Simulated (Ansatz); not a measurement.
# The graphene bilayer (AB) between two gates, part 2 of 3

Wanted: Fermi level and gate voltage of the graphene bilayer (AB) as it is charged.

Ansatz 0.2.0; plane-wave DFT, PBE-D3(BJ), Ansatz PAW.

So far. Step 2 (Relaxation): The lattice constant a goes from 2.467 to 2.465 Å.

## (3) Gated layer, added electrons 0

The slab is cut off from its images along the normal. A charged sheet stands for each gate, the layer takes the opposite charge, and a barrier ahead of the sheet keeps electrons from leaking to it. The uncharged case sets the zero; a dense mesh is needed because few carriers fill a small part of the zone.

The cell differs from the one that the last finished run ended in (c 37.750 → 36.803 Å).

The input, input.yaml:

```yaml
crystal:
  lattice:
    - [2.4653622365, 0.0, 0.0]
    - [-1.2326811183, 2.1350663263, 0.0]
    - [0.0, 0.0, 36.8027346336]
  atoms:
    - { symbol: C, position: [0.6666666667, 0.3333333333, 0.4537840324] }
    - { symbol: C, position: [0.3333333333, 0.6666666667, 0.4537706278] }
    - { symbol: C, position: [0.0, 0.0, 0.5462293722] }
    - { symbol: C, position: [0.6666666667, 0.3333333333, 0.5462159676] }
  periodic: [true, true, false]
  symmetry: { detect: true }
kpoints:
  mp_grid: { grid: [114, 114, 1] }
  band_path:
    path: [[0, 0, 0], [0.5, 0, 0], [0.33333333, 0.33333333, 0], [0, 0, 0]]
    npoints: 16
hamiltonian:
  xc: pbe
  dispersion: d3bj
scf:
  occupations: { method: fermi_dirac, width: 0.02585 }
  convergence: { dr2_threshold: 1.0e-10 }
output:
  forces: true
  eigenvalues: true
  dos: { projected: true, e_range: [-3, 3], de: 0.01 }
  write_potential: true
  write_density: true
  volumetric_format: npy
  elf: true
external_charges:
  - { charge: 0, barrier: 10, axis: 3, height: 22.603, sigma: 0.25 }
  - { charge: 0, barrier: 10, axis: 3, height: 14.2, sigma: 0.25 }
```

Run with:

```
ansatz run input.yaml --threads 4 --pin off --max-ram 6144MiB --backend cpu --events-out ev --progress --plain --runs-dir out
```

Numbers of over 12 decimals in the logs are rounded to 6 here.

Output:

```text
[...]
Crystal: 4 atoms, lattice volume = 193.719 Å³
Basis set: ecut = 420 eV, 3657 PW (Γ), exchange–correlation on 36×36×500 points (8 copies of the dense FFT grid, shifted against one another)
Bands: 12, of which v1, the nominal top of the filled ones, is band 8 counted from 1 (7 counted from 0)
Symmetry: 6 space group operations
k-points: 1141 of 12996 (time reversal used)
[...]
SCF iter   1: F=—  HF=-1004.194609 eV  |F-HF|=—  |Δ(HF+E_count)|=         —  Δρ=1.53e-3  dr2=8.39e-3  ethr=1.77e-3  ⟨swp⟩=15.3  Hψ=158062  notcnv=0
[...]
SCF iter  10: F=-1004.192578 eV  HF=-1004.192578 eV  |F-HF|=3.08e-10  |Δ(HF+E_count)|=   2.76e-9  Δρ=1.58e-7  dr2=2.67e-11  ethr=1.00e-12  ⟨swp⟩=12.2  Hψ=142445  notcnv=0
SCF 1 converged in 10 iterations: F = -1004.192578 eV  dr2 = 2.67e-11
[...]
NSCF: frozen V_eff on 49 k-points
[...]
SCF converged after 10 iterations
Free energy (F): -1004.192578 eV
[...]
Internal energy: -1004.192530 eV  (E = F + TS)
E sigma→0 (E₀):  -1004.192554 eV
Entropy (-TS):   -0.000048 eV (-0.012 meV/atom)
Fermi energy:    -4.132761 eV
[...]
--- Forces (eV/Å), atoms and charges each counted from 1 ---
  atom   1  C     -0.00000000    -0.00000000     0.02237421
  atom   2  C     -0.00000000     0.00000000     0.02702227
  atom   3  C      0.00000000    -0.00000000    -0.02699733
  atom   4  C     -0.00000000     0.00000000    -0.02234932
  external charge   1     0.00000000     0.00000000     0.05229686
  external charge   2     0.00000000     0.00000000    -0.05234559
  max |Σ_I F_I| component, the external charges' with the atoms': 1.09e-6 eV/Å
--- Band table (eV; the first three rows and the last of 1141) ---
  k-point 0: bands = [... 4 lower, -7.1689, -7.1689, -7.1614, -7.1614, 0.6402, 2.3834, 4.1992, 4.1992]
  k-point 1: bands = [... 4 lower, -7.1766, -7.1730, -7.1689, -7.1654, 0.6425, 2.3857, 4.2002, 4.2071]
  k-point 2: bands = [... 4 lower, -7.1994, -7.1915, -7.1852, -7.1773, 0.6493, 2.3925, 4.2038, 4.2261]
  k-point 1140: bands = [... 4 lower, -14.6946, -14.6946, -4.4396, -4.1373, -4.1373, -3.8189, 6.5402, 6.5403]
```

Wall time 44 s (4 threads of Intel Xeon 6975P-C (Granite Rapids), shared host); peak memory 2.8 GiB.

This step gave:

```yaml
potential_beyond_the_upper_barrier_and_gate_less_the_barrier_from_the_fermi_level: 4.133 eV
```

Running mean over a fixed 2.5 Å (it still follows the layers) of the planar mean; beyond a gate it holds the 10 eV model barrier. Table of electron's electrostatic potential energy less the Fermi level by z:

| z (Å) | electron's electrostatic potential energy less the Fermi level (eV) |
| --- | --- |
| 4 | 14.1 |
| 5 | 14.1 |
| 6 | 14.1 |
| 7 | 14.1 |
| 8 | 14.1 |
| 9 | 14.1 |
| 10 | 14.1 |
| 11 | 14.1 |
| 12 | 14.1 |
| 13 | 13.6 |
| 14 | 9.89 |
| 15 | 4.13 |
| 16 | -7.68 |
| 17 | -8.65 |
| 18 | -2.22 |
| 19 | -4.49 |
| 20 | -8.77 |
| 21 | -6.36 |
| 22 | 5.82 |
| 23 | 10.7 |
| 24 | 14.0 |
| 25 | 14.1 |
| 26 | 14.1 |
| 27 | 14.1 |
| 28 | 14.1 |
| 29 | 14.1 |
| 30 | 14.1 |
| 31 | 14.1 |
| 32 | 14.1 |
| 33 | 14.1 |

The density of states has structure finer than the step of the table below, so its rows give means over 0.2 eV, whole bins alone (the curve runs from -3 to 1.99 eV). Peaks (eV: height): -2.55: 1.13, -2.22: 1.22, 1.56: 1.44, 1.89: 1.23.

Table of density of states by energy, zero at the Fermi level; means over each step:

| energy (eV) | density of states (states/eV a cell) |
| --- | --- |
| -2.8 | 0.772 |
| -2.6 | 0.937 |
| -2.4 | 0.889 |
| -2.2 | 0.966 |
| -2.0 | 0.683 |
| -1.8 | 0.537 |
| -1.6 | 0.440 |
| -1.4 | 0.363 |
| -1.2 | 0.298 |
| -1.0 | 0.241 |
| -0.8 | 0.189 |
| -0.6 | 0.140 |
| -0.4 | 0.0922 |
| -0.2 | 0.0444 |
| 0.0 | 0.0216 |
| 0.2 | 0.0371 |
| 0.4 | 0.0885 |
| 0.6 | 0.144 |
| 0.8 | 0.204 |
| 1.0 | 0.279 |
| 1.2 | 0.383 |
| 1.4 | 0.591 |
| 1.6 | 1.04 |
| 1.8 | 0.967 |

Projected DOS per atom over height of the atomic layer and energy from the Fermi level. Layers: C2 C2 from below.

Ten even steps from '_' (0.006 states/eV) to '@' (0.244 states/eV), each cell a mean:
```
@@@@
@@@@
****
----
::::
....
....
____
____
____
____
....
....
::::
----
====
++++
****
@@@@
@@@@
%%%%
####
```
Columns: height of the atomic layer (Å) from 16.7 to 20.1; rows upwards: energy from the Fermi level (eV) from -2.98 to 1.97.

The electronic bands at the labelled points (eV, zero at the Fermi level):

| point | band 5 | band 6 | band 7 | band 8 | band 9 | band 10 | band 11 | band 12 |
| --- | --- | --- | --- | --- | --- | --- | --- | --- |
| Γ | -3.04 | -3.04 | -3.03 | -3.03 | 4.77 | 6.52 | 8.33 | 8.33 |
| halfway | -6.30 | -5.46 | -5.06 | -5.04 | 6.60 | 7.07 | 7.38 | 7.94 |
| M | -6.43 | -6.41 | -2.54 | -2.21 | 1.55 | 1.88 | 7.30 | 7.48 |
| halfway | -8.26 | -8.21 | -1.94 | -1.62 | 1.40 | 1.56 | 9.80 | 10.05 |
| K | -10.56 | -10.56 | -0.31 | 0.00 | 0.00 | 0.31 | 10.67 | 10.67 |
| halfway | -6.42 | -6.41 | -5.73 | -4.91 | 6.26 | 6.48 | 7.24 | 8.92 |
| Γ | -3.04 | -3.04 | -3.03 | -3.03 | 4.77 | 6.52 | 8.33 | 8.33 |

The electronic bands as a text plot (rows in eV, shown from -8.0 to 7.5 only):

```
    7.2 |    ***   **    ******                     ***  ****
    6.5 |****      **                               ***      ****
    5.9 |       ***  *                             *   ***
    5.2 |   ****     *                             *      *****
    4.6 |***          **                         **            **
    3.9 |               *                       *
    3.3 |               **                      *
    2.6 |                ***                   *
    2.0 |                 ********           **
    1.3 |                    *********      *
    0.7 |                             *** **
    0.1 |                               **
   -0.6 |                             ******
   -1.2 |                           ***     *
   -1.9 |                      ******       ***
   -2.5 |                 ********           ***
   -3.2 |****            ***                   **            ****
   -3.8 |   ****      ****                      ***       *****
   -4.5 |    ** ***  *  *                        ***     ***
   -5.1 |      *   *****                           ******
   -5.7 |       *********                           ******
   -6.4 |      *****    *******                     ********
   -7.0 |****** *              ***                 *  ****  *****
   -7.7 |  *****   *              *              ** **    *****
         Γ                   M           K                      Γ
```

Valence density in the ca plane at fractional y = 0.333, with atoms of C within 0.2 Å of it. It is the smooth field of the valence electrons, not physical close to the nuclei.

Values in e/Å³, 5 rows by 16 columns, each cell a mean:
```
0.0 0.0 0.0 0.0 0.0 0.0 0.1 1.2 0.6 0.1 0.7 1.2 0.1 0.0 0.0 0.0
0.0 0.0 0.0 0.0 0.0 0.0 0.1 1.4 0.8 0.1 0.8 1.4 0.1 0.0 0.0 0.0
0.0 0.0 0.0 0.0 0.0 0.0 0.1 1.2 0.6 0.1 0.7 1.1 0.1 0.0 0.0 0.0
0.0 0.0 0.0 0.0 0.0 0.0 0.1 0.7 0.4 0.0 0.4 0.7 0.1 0.0 0.0 0.0
0.0 0.0 0.0 0.0 0.0 0.0 0.1 0.7 0.4 0.0 0.4 0.7 0.1 0.0 0.0 0.0
```
Columns run along c (16.0 Å, from fractional 0.25 to 0.68 of the cell), rows up along a (2.5 Å). Atoms in or near the plane, at fractional coordinates: C at (0.45, 0.67), C at (0.55, 0.67).

ELF in the ca plane at fractional y = 0.333, with atoms of C within 0.2 Å of it. It is the smooth field of the valence electrons, not physical close to the nuclei.

Ten even steps from '0' (0.00) to '9' (0.78), each cell a mean:
```
00000000000000000258999740037999862000000000
00000000000000001368646850047745863100000000
00000000000000001368314750047513774100000000
00000000000000001368767850047867863100000000
00000000000000000258999740037999852000000000
00000000000000000136887620025788641000000000
00000000000000000135676520024676531000000000
00000000000000000136898630026898741000000000
```
Columns run along c (16.0 Å, from fractional 0.25 to 0.68 of the cell), rows up along a (2.5 Å). Atoms in or near the plane, at fractional coordinates: C at (0.45, 0.67), C at (0.55, 0.67).

Electrostatic potential energy in the ca plane at fractional y = 0.333, with atoms of C within 0.2 Å of it. With pseudopotentials it is smooth inside the atoms' cores, unlike the true potential.

Values in eV, 5 rows by 16 columns, each cell a mean:
```
 10  10  10  10  10   3  -2 -28 -13  -1 -14 -27  -1   4  10  10
 10  10  10  10  10   3  -2 -42 -22  -1 -24 -40  -2   4  10  10
 10  10  10  10  10   3  -2 -26 -12  -1 -13 -25  -1   4  10  10
 10  10  10  10  10   3  -1 -11  -6  -1  -6 -10  -1   4  10  10
 10  10  10  10  10   3  -1 -11  -6  -1  -6 -11  -1   4  10  10
```
Columns run along c (16.0 Å, from fractional 0.25 to 0.68 of the cell; values clipped at the 3rd and 97th percentile), rows up along a (2.5 Å). Atoms in or near the plane, at fractional coordinates: C at (0.45, 0.67), C at (0.55, 0.67).

There is no gap.

## (4) Gated layer, added electrons -1×10¹³ per cm²

Edit input.yaml of step 3 so:

```diff
@@ -12,2 +12,3 @@
   symmetry: { detect: true }
+total_charge: 0.005264
 kpoints:
@@ -26,3 +27,2 @@
   eigenvalues: true
-  dos: { projected: true, e_range: [-3, 3], de: 0.01 }
   write_potential: true
@@ -30,5 +30,6 @@
   volumetric_format: npy
-  elf: true
 external_charges:
   - { charge: 0, barrier: 10, axis: 3, height: 22.603, sigma: 0.25 }
+  - { charge: -0.002632, axis: 3, height: 24.103, sigma: 0.33 }
   - { charge: 0, barrier: 10, axis: 3, height: 14.2, sigma: 0.25 }
+  - { charge: -0.002632, axis: 3, height: 12.7, sigma: 0.33 }
```

Output:

```text
[...]
Crystal: 4 atoms, lattice volume = 193.719 Å³
Basis set: ecut = 420 eV, 3657 PW (Γ), exchange–correlation on 36×36×500 points (8 copies of the dense FFT grid, shifted against one another)
Bands: 12, of which v1, the nominal top of the filled ones, is band 8 counted from 1 (7 counted from 0)
Symmetry: 6 space group operations
k-points: 1141 of 12996 (time reversal used)
[...]
SCF iter   1: F=—  HF=-1006.320659 eV  |F-HF|=—  |Δ(HF+E_count)|=         —  Δρ=5.54e-2  dr2=5.32e0  ethr=3.10e-3  ⟨swp⟩=14.3  Hψ=173477  notcnv=0
[...]
SCF iter  10: F=-1004.169658 eV  HF=-1004.169658 eV  |F-HF|=8.41e-12  |Δ(HF+E_count)|=  1.79e-10  Δρ=1.08e-7  dr2=1.77e-11  ethr=1.00e-12  ⟨swp⟩=13.8  Hψ=136400  notcnv=0
SCF 1 converged in 10 iterations: F = -1004.169658 eV  dr2 = 1.77e-11
[...]
SCF converged after 10 iterations
Free energy (F): -1004.169658 eV
[...]
Internal energy: -1004.169570 eV  (E = F + TS)
E sigma→0 (E₀):  -1004.169614 eV
Entropy (-TS):   -0.000088 eV (-0.022 meV/atom)
Fermi energy:    -4.572279 eV
[...]
--- Forces (eV/Å), atoms and charges each counted from 1 ---
  atom   1  C      0.00000000    -0.00000000     0.02223095
  atom   2  C      0.00000000     0.00000000     0.02622376
  atom   3  C      0.00000000    -0.00000000    -0.02619908
  atom   4  C      0.00000000     0.00000000    -0.02220627
  external charge   1     0.00000000     0.00000000     0.05137603
  external charge   2     0.00000000     0.00000000    -0.00011935
  external charge   3     0.00000000     0.00000000    -0.05142415
  external charge   4     0.00000000     0.00000000     0.00011935
  max |Σ_I F_I| component, the external charges' with the atoms': 1.24e-6 eV/Å
--- Band table (eV; the first three rows and the last of 1141) ---
  k-point 0: bands = [... 4 lower, -7.4401, -7.4401, -7.4325, -7.4325, 0.4057, 2.1896, 3.9289, 3.9289]
  k-point 1: bands = [... 4 lower, -7.4477, -7.4441, -7.4400, -7.4365, 0.4080, 2.1918, 3.9298, 3.9368]
  k-point 2: bands = [... 4 lower, -7.4705, -7.4626, -7.4563, -7.4484, 0.4148, 2.1986, 3.9335, 3.9559]
  k-point 1140: bands = [... 4 lower, -14.9648, -14.9648, -4.7059, -4.4048, -4.4048, -4.0844, 6.2835, 6.2836]
```

The job ended after 45 s (4 threads; peak memory 2.8 GiB).

Numbers from this step:

| Property | Result |
| --- | --- |
| potential beyond the upper barrier and gate, less the barrier, from the Fermi level | 4.572 eV |

Electronic bands along the path, in eV, zero at the Fermi level:

| point | band 5 | band 6 | band 7 | band 8 | band 9 | band 10 | band 11 | band 12 |
| --- | --- | --- | --- | --- | --- | --- | --- | --- |
| Γ | -2.87 | -2.87 | -2.86 | -2.86 | 4.98 | 6.76 | 8.50 | 8.50 |
| halfway | -6.13 | -5.28 | -4.89 | -4.87 | 6.80 | 7.24 | 7.55 | 8.12 |
| M | -6.27 | -6.24 | -2.37 | -2.04 | 1.72 | 2.05 | 7.47 | 7.65 |
| halfway | -8.09 | -8.05 | -1.77 | -1.45 | 1.57 | 1.73 | 9.97 | 10.22 |
| K | -10.39 | -10.39 | -0.13 | 0.17 | 0.17 | 0.49 | 10.86 | 10.86 |
| halfway | -6.25 | -6.24 | -5.56 | -4.73 | 6.43 | 6.65 | 7.44 | 9.16 |
| Γ | -2.87 | -2.87 | -2.86 | -2.86 | 4.98 | 6.76 | 8.50 | 8.50 |

The electronic bands as a text plot (rows in eV, shown from -8.0 to 7.6 only):

```
    7.3 |   ****   **    ******                     ***   ***
    6.7 |***     ****                               *****    ****
    6.0 |      **    *                             *     *
    5.4 |  ****      *                             *      *****
    4.7 |**           **                         **            **
    4.1 |               *                       *
    3.4 |                *                     **
    2.8 |                ***                   *
    2.1 |                 *********          **
    1.5 |                    **********     *
    0.8 |                             ******
    0.1 |                               **
   -0.5 |                             *** **
   -1.2 |                          ****     *
   -1.8 |                    ********        **
   -2.5 |                 ********           ***
   -3.1 |****           ****                   **            ****
   -3.8 |   ****      ** *                      ***       ***
   -4.4 |    ** ***  ****                        *****   ***
   -5.1 |      *   ***                             *  ****
   -5.7 |       *** ******                          *****
   -6.4 |    *** ***     *******                    *********
   -7.0 |****  **  *            **                 *  *  *** ****
   -7.7 |******                   *              ** **      *****
         Γ                   M           K                      Γ
```

Against the uncharged case this takes -0.44 V.

## (5) Gated layer, added electrons -2×10¹³ per cm²

Edit input.yaml of step 4 so:

```diff
@@ -12,3 +12,3 @@
   symmetry: { detect: true }
-total_charge: 0.005264
+total_charge: 0.010528
 kpoints:
@@ -32,4 +32,4 @@
   - { charge: 0, barrier: 10, axis: 3, height: 22.603, sigma: 0.25 }
-  - { charge: -0.002632, axis: 3, height: 24.103, sigma: 0.33 }
+  - { charge: -0.005264, axis: 3, height: 24.103, sigma: 0.33 }
   - { charge: 0, barrier: 10, axis: 3, height: 14.2, sigma: 0.25 }
-  - { charge: -0.002632, axis: 3, height: 12.7, sigma: 0.33 }
+  - { charge: -0.005264, axis: 3, height: 12.7, sigma: 0.33 }
```

Output:

```text
[...]
Crystal: 4 atoms, lattice volume = 193.719 Å³
Basis set: ecut = 420 eV, 3657 PW (Γ), exchange–correlation on 36×36×500 points (8 copies of the dense FFT grid, shifted against one another)
Bands: 12, of which v1, the nominal top of the filled ones, is band 8 counted from 1 (7 counted from 0)
Symmetry: 6 space group operations
k-points: 1141 of 12996 (time reversal used)
[...]
max |Σ_I F_I| component, the external charges' with the atoms': 1.18e-5 eV/Å
--- Band table (eV; the first three rows and the last of 1141) ---
  k-point 0: bands = [... 4 lower, -7.7114, -7.7114, -7.7039, -7.7039, 0.1701, 1.9951, 3.6583, 3.6583]
  k-point 1: bands = [... 4 lower, -7.7191, -7.7155, -7.7114, -7.7078, 0.1724, 1.9974, 3.6593, 3.6662]
  k-point 2: bands = [... 4 lower, -7.7419, -7.7340, -7.7277, -7.7198, 0.1791, 2.0041, 3.6629, 3.6854]
  k-point 1140: bands = [... 4 lower, -15.2352, -15.2352, -4.9727, -4.6722, -4.6722, -4.3505, 6.0263, 6.0264]
[key lines of the parts left out:]
SCF converged after 10 iterations
Free energy (F): -1004.144717 eV
Fermi energy:    -4.946800 eV
```

The job ended after 46 s (4 threads; peak memory 2.8 GiB).

Electronic bands along the path, in eV, zero at the Fermi level:

| point | band 5 | band 6 | band 7 | band 8 | band 9 | band 10 | band 11 | band 12 |
| --- | --- | --- | --- | --- | --- | --- | --- | --- |
| Γ | -2.76 | -2.76 | -2.76 | -2.76 | 5.12 | 6.94 | 8.61 | 8.61 |
| halfway | -6.02 | -5.17 | -4.79 | -4.77 | 6.94 | 7.35 | 7.66 | 8.23 |
| M | -6.16 | -6.14 | -2.26 | -1.93 | 1.83 | 2.16 | 7.57 | 7.75 |
| halfway | -7.98 | -7.94 | -1.66 | -1.34 | 1.68 | 1.84 | 10.07 | 10.32 |
| K | -10.29 | -10.29 | -0.03 | 0.27 | 0.27 | 0.60 | 10.97 | 10.97 |
| halfway | -6.15 | -6.13 | -5.45 | -4.62 | 6.54 | 6.76 | 7.57 | 9.33 |
| Γ | -2.76 | -2.76 | -2.76 | -2.76 | 5.12 | 6.94 | 8.61 | 8.61 |

The electronic bands as a text plot (rows in eV, shown from -8.0 to 7.8 only):

```
    7.4 |   ****   **    ******                     ***   ***
    6.8 |***     ****                               *****    ****
    6.1 |      **    *                             *     *
    5.5 | *****      ***                           *      ******
    4.8 |*            **                         **             *
    4.1 |               *                       *
    3.5 |                *                     **
    2.8 |                ***                   *
    2.2 |                 *********          **
    1.5 |                    **********     *
    0.9 |                              *****
    0.2 |                               **
   -0.5 |                             *** ***
   -1.1 |                          ****     ***
   -1.8 |                   *********        **
   -2.4 |                 *******              *
   -3.1 |****           ****                   **           *****
   -3.7 |   ****      ****                      ****      ***
   -4.4 |    ** ***  ***                         ** **   ***
   -5.0 |      *   ***                             *  ****
   -5.7 |       ***** ****                          ******
   -6.4 |   **** **       *******                   ** ** ***
   -7.0 |*** ****  *            **                 *  *  *** ****
   -7.7 |****       *             **             ** **      *****
         Γ                   M           K                      Γ
```

Against the uncharged case this takes -0.81 V.

## (6) Gated layer, added electrons -4×10¹³ per cm²

Edit input.yaml of step 5 so:

```diff
@@ -12,3 +12,3 @@
   symmetry: { detect: true }
-total_charge: 0.010528
+total_charge: 0.021054
 kpoints:
@@ -32,4 +32,4 @@
   - { charge: 0, barrier: 10, axis: 3, height: 22.603, sigma: 0.25 }
-  - { charge: -0.005264, axis: 3, height: 24.103, sigma: 0.33 }
+  - { charge: -0.010527, axis: 3, height: 24.103, sigma: 0.33 }
   - { charge: 0, barrier: 10, axis: 3, height: 14.2, sigma: 0.25 }
-  - { charge: -0.005264, axis: 3, height: 12.7, sigma: 0.33 }
+  - { charge: -0.010527, axis: 3, height: 12.7, sigma: 0.33 }
```

Output:

```text
[...]
Crystal: 4 atoms, lattice volume = 193.719 Å³
Basis set: ecut = 420 eV, 3657 PW (Γ), exchange–correlation on 36×36×500 points (8 copies of the dense FFT grid, shifted against one another)
Bands: 12, of which v1, the nominal top of the filled ones, is band 8 counted from 1 (7 counted from 0)
Symmetry: 6 space group operations
k-points: 1141 of 12996 (time reversal used)
[...]
--- Band table (eV; the first three rows and the last of 1141) ---
  k-point 0: bands = [... 4 lower, -8.2551, -8.2551, -8.2475, -8.2475, -0.3045, 1.6045, 3.1162, 3.1162]
  k-point 1: bands = [... 4 lower, -8.2627, -8.2592, -8.2550, -8.2515, -0.3023, 1.6067, 3.1172, 3.1241]
  k-point 2: bands = [... 4 lower, -8.2856, -8.2776, -8.2713, -8.2634, -0.2955, 1.6134, 3.1209, 3.1434]
  k-point 1140: bands = [... 4 lower, -15.7769, -15.7769, -5.5078, -5.2072, -5.2072, -4.8843, 5.5102, 5.5102]
[key lines of the parts left out:]
SCF converged after 10 iterations
Free energy (F): -1004.089605 eV
Fermi energy:    -5.616114 eV
```

It took 45 s on 4 threads; peak memory 2.8 GiB.

Against the uncharged case this takes -1.48 V.

(Part 2 of 3 ends here.)

[Logs are printed without paths, hosts, clocks, repeated set-up lines and the standing remarks that a program may print on its own settings, such as how far it seeks lower states.]

[Hosts, paths, dates, database ids (printed as entryN), source tags and the programs' standing remarks are cut or masked in the printed files.]

[Maps of the electrostatic potential energy from Ansatz leave out the sawtooth potential of an applied field or a dipole correction, so their vacuum need not be flat; planar profiles and work functions include it.]

[The density of states shown here was stored with 400 of the rows of the run's finer table, so its peaks can read low, often by over a quarter, or be missed, and its means over a window can be off by a tenth or more.]
